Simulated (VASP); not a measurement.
**VASP inputs for AlN (rocksalt)**

INCAR

```
PREC = Accurate
METAGGA = R2SCAN
LASPH = .TRUE.
LELF = .TRUE.
SIGMA = 0.01
EDIFF = 1E-7
NBANDS = 11
ISMEAR = 0
IBRION = -1
LREAL = .FALSE.
LWAVE = .FALSE.
ALGO = Normal
NELM = 120
NSW = 0
ENCUT = 520
LCHARG = .TRUE.
ISIF = 2
```

KPOINTS

```
KPOINTS created by Atomic Simulation Environment
0
Gamma
10 10 10
0 0 0
```

KPOINTS_OPT

```
special points
7
Reciprocal
0.0000000000 0.0000000000 0.0000000000 1
0.5000000000 0.0000000000 0.5000000000 1
0.6250000000 0.2500000000 0.6250000000 1
0.3750000000 0.3750000000 0.7500000000 1
0.5000000000 0.5000000000 0.5000000000 1
0.5000000000 0.2500000000 0.7500000000 1
0.0000000000 0.5000000000 0.5000000000 1
```

POSCAR

```
Al N
 1.0000000000000000
     0.0000000000000000    2.0188684454136765    2.0188684454136765
     2.0188684454136765    0.0000000000000000    2.0188684454136765
     2.0188684454136765    2.0188684454136765    0.0000000000000000
 Al  N
   1   1
Cartesian
 -0.0000000000000000 -0.0000000000000000  0.0000000000000000
  2.0188684454136760  2.0188684454136760  2.0188684454136760
```

VASP ran with the recommended PBE PAW datasets (8 valence electrons in the cell).

**Question.** Predict the results.

**Answer.** gap between bands v and c 5.53 eV; least direct gap 6.58 eV; pressure -0.8 GPa.

Band v is the last that the valence electrons fill when counted band by band, and c is the next. Levels in eV from the top of v:

| point | v−1 | v | c | c+1 |
| --- | --- | --- | --- | --- |
| Γ | 0.00 | 0.00 | 6.58 | 12.93 |
| X | -2.91 | -2.91 | 5.53 | 5.97 |
| K | -5.56 | -2.40 | 6.73 | 10.19 |
| L | -1.16 | -1.16 | 6.94 | 11.94 |
| W | -5.85 | -3.96 | 9.09 | 11.69 |
